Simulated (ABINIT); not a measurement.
Crystal: MgS (Niningerite).

```
S Mg
1.0
     0.00000    2.60165    2.60165
     2.60165    0.00000    2.60165
     2.60165    2.60165    0.00000
S Mg
1 1
Direct
  0.50000 0.50000 0.50000
  0.00000 0.00000 0.00000
```

Base run:

```yaml
Program: ABINIT 10.8.3 (patched build)
Functional: HSE06
Potentials_or_basis: SPMS NC PBE v1.0
Cutoff: 707 eV
k_mesh: 6 × 6 × 6
Occupations: fermi-dirac, width 0.05 eV
Spin: no spin polarisation
```

Its results: band gap on the k mesh 4.36 eV, indirect (least direct gap 5.47 eV).

**Question.** After a change of settings the same cell gave: band gap on the k mesh 3.03 eV, indirect (least direct gap 3.98 eV). Which change was it?
A. share of exact exchange from 0.35 to 0.25
B. share of exact exchange from 0.35 to 0.05
C. share of exact exchange from 0.35 to 0.15
D. share of exact exchange from 0.35 to 0.5

**Answer.** B.

Caveats: exact exchange is summed on a coarse mesh, which widens gaps by tenths of an eV; Libxc's HSE differs a little from that of other programs.
